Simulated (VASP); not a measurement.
A run of VASP 6.6.1:

INCAR

```
PREC = Accurate ; ENCUT = 600
EDIFF = 1E-6 ; ISMEAR = 0
SIGMA = 0.03 ; LREAL = F
LASPH = T ; NELM = 80
ALGO = Normal ; ISIF = 3
LWAVE = F ; LCHARG = F
METAGGA = R2SCAN ; LMIXTAU = T
IBRION = 2 ; NSW = 90
EDIFFG = -0.01 ; KPAR = 2
```

Contents of KPOINTS:

```
Automatic mesh
0
Gamma
  8 8 8
```

File POSCAR:

```
BaTiO3
1.0
    3.9998000000      0.0000000000      0.0000000000
    0.0000000000      3.9998000000      0.0000000000
    0.0000000000      0.0000000000      4.0180000000
Ba Ti O
1 1 3
Direct
    0.0000000000      0.0000000000      0.0000000000
    0.5000000000      0.5000000000      0.4900000000
    0.5000000000      0.5000000000      0.0190000000
    0.5000000000      0.0000000000      0.5170000000
    0.0000000000      0.5000000000      0.5170000000
```

Potentials or basis: VASP PAW PBE potentials, release 64 (Ba_sv, Ti_sv, O).

Launch:

```bash
$ cat potpaw_PBE.64/Ba_sv/POTCAR potpaw_PBE.64/Ti_sv/POTCAR potpaw_PBE.64/O/POTCAR > POTCAR
$ mpirun -np 2 vasp_std > vasp.out
```

Hardware: 2 MPI ranks on Intel(R) Xeon(R) Platinum 8259CL CPU @ 2.50GHz (Skylake/Cascade Lake) (shared host).

Q: Estimate the wall time of this run.

A: It took 19 min on 2 MPI ranks on Intel(R) Xeon(R) Platinum 8259CL CPU @ 2.50GHz (Skylake/Cascade Lake) (shared host), peak memory 0.3 GiB a rank. Counts: scf iterations 123, k points 75, ion steps 14.
